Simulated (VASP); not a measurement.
# Cd (P6_3/mmc) in VASP: a series of runs, part 2 of 3

VASP 6.6.1.

## (3) Phonons, LAK

Contents of POSCAR:

```
Cd
2.9789
    0.999989929168      0.000000000000      0.000000000000
   -0.499994964584      0.866016682198      0.000000000000
    0.000000000000      0.000000000000      1.885813555339
Cd
2
Direct
    0.6666666667      0.3333333333      0.7500000000
    0.3333333333      0.6666666667      0.2500000000
```

Contents of INCAR.step1:

```
ALGO     = Normal         # electronic algorithm
EDIFF    = 1E-8           # SCF threshold, eV
EDIFFG   = -0.002         # ionic threshold
ENCUT    = 600            # plane-wave cutoff, eV
IBRION   = 2              # ionic algorithm
ISIF     = 3              # what is computed and relaxed
ISMEAR   = 0              # smearing method
LASPH    = True           # aspherical terms in the spheres
LCHARG   = False          # write CHGCAR
LMIXTAU  = True         
LREAL    = False          # projectors in reciprocal space
LWAVE    = False          # write WAVECAR
METAGGA  = LAK            # meta-GGA
NELM     = 100            # most SCF steps
NSW      = 40             # ionic steps
PREC     = Accurate       # precision mode
SIGMA    = 0.1            # smearing width, eV
```

Contents of INCAR.step2:

```
ALGO     = Normal         # electronic algorithm
EDIFF    = 1E-8           # SCF threshold, eV
ENCUT    = 600            # plane-wave cutoff, eV
IBRION   = 6              # ionic algorithm
ISIF     = 2              # what is computed and relaxed
ISMEAR   = 0              # smearing method
LASPH    = True           # aspherical terms in the spheres
LCHARG   = False          # write CHGCAR
LMIXTAU  = True         
LREAL    = False          # projectors in reciprocal space
LWAVE    = False          # write WAVECAR
METAGGA  = LAK            # meta-GGA
NELM     = 100            # most SCF steps
NFREE    = 2            
NSW      = 1              # ionic steps
POTIM    = 0.015          # step
PREC     = Accurate       # precision mode
SIGMA    = 0.1            # smearing width, eV
```

Contents of KPOINTS:

```
k-points
0
Monkhorst-Pack
  7 7 4
```

Potentials or basis: VASP PAW PBE potentials, release 64 (Cd).

On the command line:

```
$ cat potpaw_PBE.64/Cd/POTCAR > POTCAR
$ cp INCAR.step1 INCAR
$ mpirun -np 1 vasp_std > vasp.out
$ cp CONTCAR POSCAR
$ cp INCAR.step2 INCAR
$ mpirun -np 1 vasp_std > vasp.out
```

OUTCAR:

```text
EDIFF = 1E-8
   ENCUT = 600
   IBRION = 6
   ISIF = 2
   ISMEAR = 0
   LASPH = True
   LREAL = False
   METAGGA = LAK
   NELM = 100
   NFREE = 2
   NSW = 1
   POTIM = 0.015
   PREC = Accurate

 ion  position               nearest neighbor table
   1  0.667  0.333  0.750-   2 3.44   2 3.44   2 3.44   2 3.44   2 3.44   2 3.44
   2  0.333  0.667  0.250-   1 3.44   1 3.44   1 3.44   1 3.44   1 3.44   1 3.44

  LATTYP: Found a hexagonal cell.
 ALAT       =     3.0976325422
 C/A-ratio  =     1.8942890236

  Lattice vectors:

 A1 = (   3.0976325422,   0.0000000000,   0.0000000000)
 A2 = (  -1.5488162711,   2.6826284732,   0.0000000000)
 A3 = (   0.0000000000,   0.0000000000,   5.8678113237)

Analysis of symmetry for initial positions (statically):
=====================================================================
 Subroutine PRICEL returns:
 Original cell was already a primitive cell.

 Routine SETGRP: Setting up the symmetry group for a
 hexagonal supercell.

 Subroutine GETGRP returns: Found 24 space group operations
 (whereof 12 operations were pure point group operations)
 out of a pool of 24 trial point group operations.

The static configuration has the point symmetry D_3d.
 The point group associated with its full space group is D_6h.

Analysis of symmetry for dynamics (positions and initial velocities):
=====================================================================
 Subroutine PRICEL returns:
 Original cell was already a primitive cell.

 Routine SETGRP: Setting up the symmetry group for a
 hexagonal supercell.

 Subroutine GETGRP returns: Found 24 space group operations
 (whereof 12 operations were pure point group operations)
 out of a pool of 24 trial point group operations.

The dynamic configuration has the point symmetry D_3d.
[... 286 lines left out ...]
 number of electron      23.9999998 magnetization

 Free energy of the ion-electron system (eV)
  ---------------------------------------------------
  ext. energy  EPLUGINS =         0.00000000
  ---------------------------------------------------
  free energy    TOTEN  =        59.59646130 eV

  energy without entropy =       59.59866992  energy(sigma->0) =       59.59756561

 E-fermi :   2.5013     XC(G=0): -10.8613

 val. band max:        2.4332727158   @ k =   0.2857   0.2857   0.3750
 cond. band min:       2.7155904299   @ k =   0.1429   0.1429   0.1250
 fundamental gap:      0.2823177141
 Fermi energy:         2.5013347435

 k-point     1 :       0.0000    0.0000    0.1250
  band No.  band energies     occupation
      1      -7.5589      2.00000
      2      -7.3894      2.00000
      3      -7.0718      2.00000
      4      -7.0717      2.00000
      5      -7.0371      2.00000
      6      -7.0369      2.00000
[... 474 lines left out ...]
  FREE ENERGIE OF THE ION-ELECTRON SYSTEM (eV)
  ---------------------------------------------------
  free  energy   TOTEN  =        59.5964613040 eV

  energy  without entropy=       59.5986699169  energy(sigma->0) =       59.59756561

 INTERNAL STRAIN TENSORS FROM DISPLACED ATOMS
 ============================================

 INTERNAL STRAIN TENSOR FOR ION    1 for displacements in x,y,z  (eV/Angst):
          X           Y           Z          XY          YZ          ZX
  --------------------------------------------------------------------------------
  x     0.00000     0.00000     0.00000    -0.31759     0.00000     0.00000
  y    -0.31759     0.31759     0.00000     0.00000     0.00000     0.00000
  z     0.00000    -0.00000    -0.00000     0.00000     0.00000     0.00000

 INTERNAL STRAIN TENSOR FOR ION    2 for displacements in x,y,z  (eV/Angst):
          X           Y           Z          XY          YZ          ZX
  --------------------------------------------------------------------------------
  x     0.00000     0.00000     0.00000     0.31759     0.00000     0.00000
  y     0.31759    -0.31759    -0.00000     0.00000     0.00000     0.00000
  z    -0.00000     0.00000     0.00000     0.00000     0.00000     0.00000

 Eigenvectors and eigenvalues of the dynamical matrix
 ----------------------------------------------------

   1 f  =    2.206309 THz    13.862651 2PiTHz   73.594562 cm-1     9.124559 meV
             X         Y         Z           dx          dy          dz
      1.548816  0.894209  4.400858     0.000000   -0.000000    0.707107
     -0.000000  1.788419  1.466953    -0.000000    0.000000   -0.707107
[... 11 lines left out ...]
   4 f  =    0.000000 THz     0.000000 2PiTHz    0.000000 cm-1     0.000000 meV
             X         Y         Z           dx          dy          dz
      1.548816  0.894209  4.400858    -0.000000    0.687236    0.166454
     -0.000000  1.788419  1.466953    -0.000000    0.687236    0.166454

   5 f/i=    0.000000 THz     0.000000 2PiTHz    0.000000 cm-1     0.000000 meV
             X         Y         Z           dx          dy          dz
      1.548816  0.894209  4.400858     0.707107    0.000000   -0.000000
     -0.000000  1.788419  1.466953     0.707107    0.000000   -0.000000

   6 f/i=    0.000000 THz     0.000000 2PiTHz    0.000001 cm-1     0.000000 meV
             X         Y         Z           dx          dy          dz
      1.548816  0.894209  4.400858     0.000000   -0.166454    0.687236
     -0.000000  1.788419  1.466953     0.000000   -0.166454    0.687236

 ELASTIC MODULI CONTR FROM IONIC RELAXATION (kBar)
 Direction    XX          YY          ZZ          XY          YZ          ZX
 --------------------------------------------------------------------------------
 XX         -16.0806     16.0806      0.0000      0.0000      0.0000      0.0000
 YY          16.0806    -16.0806     -0.0000     -0.0000      0.0000      0.0000
 ZZ           0.0000     -0.0000     -0.0000      0.0000      0.0000      0.0000
 XY           0.0000     -0.0000      0.0000    -16.0806      0.0000      0.0000
 YZ           0.0000      0.0000      0.0000      0.0000      0.0000      0.0000
 ZX           0.0000      0.0000      0.0000      0.0000      0.0000      0.0000
 --------------------------------------------------------------------------------
```

OUTCAR.step1:

```text
EDIFF = 1E-8
   EDIFFG = -0.002
   ENCUT = 600
   IBRION = 2
   ISIF = 3
   ISMEAR = 0
   LASPH = True
   LREAL = False
   METAGGA = LAK
   NELM = 100
   NSW = 40
   PREC = Accurate

 ion  position               nearest neighbor table
[... 381 lines left out ...]
 Fermi energy:         2.5005056971

 k-point     1 :       0.0000    0.0000    0.1250
  band No.  band energies     occupation
      1      -7.5589      2.00000
      2      -7.3896      2.00000
      3      -7.0717      2.00000
      4      -7.0714      2.00000
      5      -7.0370      2.00000
      6      -7.0366      2.00000
[... 322 lines left out ...]
  FREE ENERGIE OF THE ION-ELECTRON SYSTEM (eV)
  ---------------------------------------------------
  free  energy   TOTEN  =        59.5982606861 eV

  energy  without entropy=       59.6004692114  energy(sigma->0) =       59.59936495

 reached required accuracy - stopping structural energy minimisation
```

Wall time 44 min (1 thread of AMD EPYC 7R43 (Zen 3), shared host); peak memory 0.2 GiB.

Results:

```
Relaxed volume                         : 24.38 Å³/atom
Relaxed cell                           : a = 3.098 Å, b = 3.098 Å, c = 5.868 Å, α = 90.00°, β = 90.00°, γ = 120.00°
Space group after relaxing (to 0.05 Å) : P6_3/mmc (No. 194)
Highest phonon frequency at Γ          : 74 cm⁻¹
```

The path:
```tsv
step	energy change (eV)	largest force (eV/Å)	pressure (GPa)	volume (Å³)
1	0.0000	0.0000	6.81	43.17
2	-0.0984	0.0000	-0.69	49.15
3	-0.1008	0.0000	0.14	48.20
4	-0.1008	0.0000	0.04	48.30
5	-0.1023	0.0000	0.00	48.47
6	-0.1033	0.0000	-0.04	48.70
7	-0.1035	0.0000	-0.04	48.80
8	-0.1035	0.0000	-0.04	48.81
9	-0.1035	0.0000	0.01	48.74
10	-0.1035	0.0000	0.00	48.76
```

Final structure:
```
CELL_PARAMETERS angstrom
3.09763 0.00000 0.00000
-1.54882 2.68263 0.00000
0.00000 0.00000 5.86781
ATOMIC_POSITIONS crystal
Cd 0.66667 0.33333 0.75000
Cd 0.33333 0.66667 0.25000
```

Phonon frequencies in cm⁻¹ (negative: imaginary):
```
              q point     frequencies
(0.000, 0.000, 0.000)  0 0 0 32 32 74
```

Caveat: the PAW data sets were made with another functional, which shifts forces and pressure a little.

## (4) Electric field gradients, RPBE+D3(BJ), spin-orbit coupling, no magnetisation (atoms moved at random, drawn with an rms of 0.1 Å)

Contents of INCAR:

```
SYSTEM = Cd
PREC = Accurate ; ENCUT = 500
EDIFF = 1E-8 ; ISMEAR = -5
SIGMA = 0.05 ; LREAL = .False.
LASPH = .True. ; NELM = 100
ALGO = Fast ; ISIF = 2
LWAVE = .False. ; LCHARG = .False.
LNONCOLLINEAR = .True. ; MAGMOM = 0 0 0 0 0 0
LORBIT = 11 ; LSORBIT = .True.
GGA_COMPAT = .False. ; GGA = RP
IVDW = 12 ; LEFG = .True.
```

Contents of KPOINTS:

```
regular mesh
0
Gamma
  6 6 3
  0 0 0
```

Contents of POSCAR:

```
Cd
1.0
    2.9788700000      0.0000000000      0.0000000000
   -1.4894350000      2.5797770946      0.0000000000
    0.0000000000      0.0000000000      5.6176500000
Cd
2
Direct
    0.6206250000      0.2968530000      0.7375620000
    0.3016640000      0.6627850000      0.2513940000
```

Potentials or basis: VASP PAW PBE potentials, release 54 (Cd).

On the command line:

```
$ cat potpaw_PBE.54/Cd/POTCAR > POTCAR
$ mpirun -np 1 vasp_ncl > vasp.out
```

OUTCAR:

```text
SYSTEM = Cd
   PREC = Accurate
   ENCUT = 500
   EDIFF = 1E-8
   ISMEAR = -5
   LREAL = .False.
   LASPH = .True.
   NELM = 100
   ISIF = 2
   LNONCOLLINEAR = .True.
   LORBIT = 11
   LSORBIT = .True.
   GGA = RP
   IVDW = 12
 IVDW          = 12

 ion  position               nearest neighbor table
   1  0.621  0.297  0.738-   2 3.18   2 3.25   2 3.25   2 3.32   2 3.38   2 3.39
   2  0.302  0.663  0.251-   1 3.18   1 3.25   1 3.25   1 3.32   1 3.38   1 3.39

  LATTYP: Found a hexagonal cell.
 ALAT       =     2.9788700000
 C/A-ratio  =     1.8858325472

  Lattice vectors:

 A1 = (   2.9788700000,   0.0000000000,   0.0000000000)
 A2 = (  -1.4894350000,   2.5797770946,   0.0000000000)
 A3 = (   0.0000000000,   0.0000000000,   5.6176500000)

Analysis of symmetry for initial positions (statically):
=====================================================================
 Subroutine PRICEL returns:
 Original cell was already a primitive cell.

 Routine SETGRP: Setting up the symmetry group for a
 hexagonal supercell.

 Subroutine GETGRP returns: Found  2 space group operations
 (whereof  1 operations were pure point group operations)
 out of a pool of 24 trial point group operations.

[... 1117 lines left out ...]
     0.0000000     0.0000000     0.0000000     0.0000000     0.0000000     0.0000000     0.0000000
     0.0000000     0.0000000     0.0000000     0.0000000     0.0000000     0.0000000     0.0000000
     0.0000000     0.0000000     0.0000000     0.0000000     0.0000000     0.0000000     0.0000000
     0.0000000     0.0000000     0.0000000     0.0000000     0.0000000     0.0000000     0.0000000
     0.0000000     0.0000000     0.0000000     0.0000000     0.0000000     0.0000000     0.0000000

 Ion:    2  E_soc:     -0.0612712
 l=   1
     0.0000000    -0.0027824    -0.0038864
    -0.0027824     0.0000000    -0.0027696
    -0.0038864    -0.0027696     0.0000000
 l=   2
     0.0000000    -0.0014593     0.0000000    -0.0014543    -0.0055395
    -0.0014593     0.0000000    -0.0041952    -0.0014408    -0.0014651
     0.0000000    -0.0041952     0.0000000    -0.0041851     0.0000000
    -0.0014543    -0.0014408    -0.0041851     0.0000000    -0.0014579
    -0.0055395    -0.0014651     0.0000000    -0.0014579     0.0000000
 l=   3
     0.0000000     0.0000000     0.0000000     0.0000000     0.0000000     0.0000000     0.0000000
     0.0000000     0.0000000     0.0000000     0.0000000     0.0000000     0.0000000     0.0000000
     0.0000000     0.0000000     0.0000000     0.0000000     0.0000000     0.0000000     0.0000000
     0.0000000     0.0000000     0.0000000     0.0000000     0.0000000     0.0000000     0.0000000
     0.0000000     0.0000000     0.0000000     0.0000000     0.0000000     0.0000000     0.0000000
     0.0000000     0.0000000     0.0000000     0.0000000     0.0000000     0.0000000     0.0000000
     0.0000000     0.0000000     0.0000000     0.0000000     0.0000000     0.0000000     0.0000000

 total charge

# of ion       s       p       d       tot
------------------------------------------
    1        0.532   0.308   9.488  10.329
    2        0.532   0.308   9.488  10.329
--------------------------------------------------
tot          1.064   0.617  18.976  20.657

 magnetization (x)

# of ion       s       p       d       tot
------------------------------------------
    1       -0.000  -0.000  -0.000  -0.000
    2       -0.000  -0.000  -0.000  -0.000
--------------------------------------------------
tot         -0.000  -0.000  -0.000  -0.000

 magnetization (y)

# of ion       s       p       d       tot
------------------------------------------
    1        0.000   0.000  -0.000  -0.000
    2        0.000   0.000  -0.000  -0.000
--------------------------------------------------
tot          0.000   0.000  -0.000  -0.000

 magnetization (z)

# of ion       s       p       d       tot
------------------------------------------
    1        0.000   0.000  -0.000   0.000
    2        0.000   0.000  -0.000   0.000
--------------------------------------------------
tot          0.000   0.000  -0.000   0.000
```

stdout:

```text
POSCAR found type information on POSCAR Cd
 POSCAR found :  1 types and       2 ions
 scaLAPACK will be used
 -----------------------------------------------------------------------------
|                                                                             |
[... 45 lines left out ...]
|     occupations, so forces and stress will be inaccurate. We suggest        |
|     using a different smearing scheme ISMEAR = 1 or 2 for metals in         |
|     relaxations.                                                            |
|                                                                             |
 -----------------------------------------------------------------------------
```

Wall time 3.3 min (1 thread of Intel Xeon Platinum 8488C (Sapphire Rapids), shared host); peak memory 0.32 GiB.

What came out:

- Free energy: -4.8863 eV
- Pressure: -16.0 GPa
- Largest force: 0.082 eV/Å
- Valence electrons inside the program's atomic spheres: Cd 10.33
- Dispersion energy per atom: -2.118 eV

Forces on the atoms (eV/Å):
```
Cd  -0.002  0.031  0.076
Cd   0.002 -0.031 -0.076
```

Electric field gradients, principal values (V/Å²):
```csv
atom,Vxx,Vyy,Vzz
1 Cd,-47.541,-57.073,104.614
2 Cd,-47.542,-57.073,104.615
```

Caveat: the k mesh is coarse (spacing up to 0.41 Å⁻¹), so the values aren't converged; the PAW data sets were made with another functional, which shifts forces and pressure a little.

## (5) Band structure, RPBE+D4, spin-orbit coupling, no magnetisation (cell strained at random at fixed volume)

Contents of INCAR:

```
SYSTEM = Cd
ALGO = Normal
EDIFF = 1E-6
ENCUT = 520
GGA = RP
GGA_COMPAT = .FALSE.
ISIF = 2
ISMEAR = 0
IVDW = 13
LASPH = .TRUE.
LCHARG = .FALSE.
LORBIT = 11
LREAL = .FALSE.
LSORBIT = .TRUE.
LWAVE = .FALSE.
MAGMOM = 0 0 0 0 0 0
NELM = 60
PREC = Accurate
SIGMA = 0.05
```

Contents of KPOINTS:

```
k-points
0
G
  7 7 4
  0 0 0
```

Contents of POSCAR:

```
Cd
1.0
    2.9978240000      0.0321260000      0.0552480000
   -1.4710900000      2.5627500000     -0.0598620000
    0.1041890000     -0.0702000000      5.5876910000
Cd
2
Cartesian
    1.5863277501      0.8230173332      4.2076462500
    0.0445952499      1.7016586668      1.3754307500
```

Contents of KPOINTS_OPT:

```
path XGY,LGZ,NGM,RG
15
line-mode
reciprocal
 0.0000000000  0.0000000000 -0.5000000000  X
 0.0000000000  0.0000000000  0.0000000000  G

 0.0000000000  0.0000000000  0.0000000000  G
-0.5000000000  0.0000000000  0.0000000000  Y

-0.5000000000  0.0000000000 -0.5000000000  L
 0.0000000000  0.0000000000  0.0000000000  G

 0.0000000000  0.0000000000  0.0000000000  G
 0.0000000000  0.5000000000  0.0000000000  Z

 0.0000000000  0.5000000000 -0.5000000000  N
 0.0000000000  0.0000000000  0.0000000000  G

 0.0000000000  0.0000000000  0.0000000000  G
-0.5000000000  0.5000000000  0.0000000000  M

-0.5000000000  0.5000000000 -0.5000000000  R
 0.0000000000  0.0000000000  0.0000000000  G
```

Potentials or basis: VASP PAW PBE potentials, release 64 (Cd).

On the command line:

```
$ cat potpaw_PBE.64/Cd/POTCAR > POTCAR
$ mpirun -np 1 vasp_ncl > vasp.out
```

Wall time 4.9 min (1 thread of Intel Xeon Platinum 8488C (Sapphire Rapids), shared host); peak memory 0.47 GiB.

The run converged. Its results:

* Free energy: -2.3185 eV
* Pressure: 0.1 GPa
* Largest force: 0.004 eV/Å
* Valence electrons inside the program's atomic spheres: Cd 10.32
* Dispersion energy per atom: -0.794 eV

Forces in eV/Å, atoms in the order of the input:
```
Cd   0.002 -0.003  0.000
Cd  -0.002  0.003  0.000
```

Stress tensor (GPa, compression positive):
```
 0.31 -1.37 -1.05
-1.37  1.19  0.76
-1.05  0.76 -1.26
```

Caveat: the PAW data sets were made with another functional, which shifts forces and pressure a little.

## (6) Band structure, SCAN+D4, spin-orbit coupling, no magnetisation

Contents of INCAR:

```
PREC = Accurate
ENCUT = 520
EDIFF = 1E-7
ISMEAR = 0
SIGMA = 0.1
LREAL = False
LASPH = True
NELM = 80
ALGO = Normal
ISIF = 2
LWAVE = False
LCHARG = False
MAGMOM = 0 0 0 0 0 0
LORBIT = 11
LSORBIT = True
GGA_COMPAT = False
METAGGA = SCAN
LMIXTAU = True
IVDW = 13
```

Contents of KPOINTS:

```
regular mesh
0
Gamma
  7 7 4
```

Contents of POSCAR:

```
Cd
1.0
    2.9788700000      0.0000000000      0.0000000000
   -1.4894350000      2.5797770946      0.0000000000
    0.0000000000      0.0000000000      5.6176500000
Cd
2
Cartesian
    1.4894350001      0.8599256981      4.2132375000
   -0.0000000001      1.7198513965      1.4044125000
```

Contents of KPOINTS_OPT:

```
path GMKGALHA,LM,KH
20
line-mode
reciprocal
 0.0000000000  0.0000000000  0.0000000000  G
 0.5000000000  0.0000000000  0.0000000000  M

 0.5000000000  0.0000000000  0.0000000000  M
 0.3333333333  0.3333333333  0.0000000000  K

 0.3333333333  0.3333333333  0.0000000000  K
 0.0000000000  0.0000000000  0.0000000000  G

 0.0000000000  0.0000000000  0.0000000000  G
 0.0000000000  0.0000000000  0.5000000000  A

 0.0000000000  0.0000000000  0.5000000000  A
 0.5000000000  0.0000000000  0.5000000000  L

 0.5000000000  0.0000000000  0.5000000000  L
 0.3333333333  0.3333333333  0.5000000000  H

 0.3333333333  0.3333333333  0.5000000000  H
 0.0000000000  0.0000000000  0.5000000000  A

 0.5000000000  0.0000000000  0.5000000000  L
 0.5000000000  0.0000000000  0.0000000000  M

 0.3333333333  0.3333333333  0.0000000000  K
 0.3333333333  0.3333333333  0.5000000000  H
```

Potentials or basis: VASP PAW PBE potentials, release 64 (Cd).

On the command line:

```
$ cat potpaw_PBE.64/Cd/POTCAR > POTCAR
$ mpirun -np 1 vasp_ncl > vasp.out
```

Run time: 21 min. Hardware: 1 thread of Intel Xeon Platinum 8488C (Sapphire Rapids), shared host; peak memory 0.36 GiB.

Results (log left out):

* Free energy: -61.1546 eV
* Pressure: -1.8 GPa
* Valence electrons inside the program's atomic spheres: Cd 10.34
* Dispersion energy per atom: -0.117 eV

Stress tensor (GPa, compression positive):
```
-1.94  0.00  0.00
 0.00 -1.94  0.00
 0.00  0.00 -1.47
```

Caveat: the PAW data sets were made with another functional, which shifts forces and pressure a little.

[end of part 2 of 3]
